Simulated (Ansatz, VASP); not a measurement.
## Cu3Au (Auricupride): VASP beside Ansatz

```
Au Cu
1.0
     3.74000    0.00000    0.00000
     0.00000    3.74000    0.00000
     0.00000    0.00000    3.74000
Au Cu
1 3
Direct
  0.00000 0.00000 0.00000
  0.50000 0.50000 0.00000
  0.50000 0.00000 0.50000
  0.00000 0.50000 0.50000
```

Alike in both runs: task single point; functional PBE; k mesh 7 × 7 × 7; occupations gaussian, width 0.027 eV; no spin polarisation.

|  | VASP | Ansatz |
| --- | --- | --- |
| version | VASP 6.6.1 | Ansatz 0.2.0 |
| potentials or method | VASP PAW PBE potentials, release 64 (Au, Cu) | Ansatz PAW |
| plane-wave cutoff (eV) | 520 | 420 |
| valence electrons in the cell | 44 | 76 |

```csv
,VASP,Ansatz,Ansatz less VASP
gap on the k mesh at the Fermi level (eV),none,none,-
pressure (GPa),5.2,5.0,-0.23
```

A gap of «none» marks a metal or a gap that the smearing closes. The two sets of potentials don't hold the same shells in valence.

Spin-orbit coupling is left out, which matters for the levels of Au.
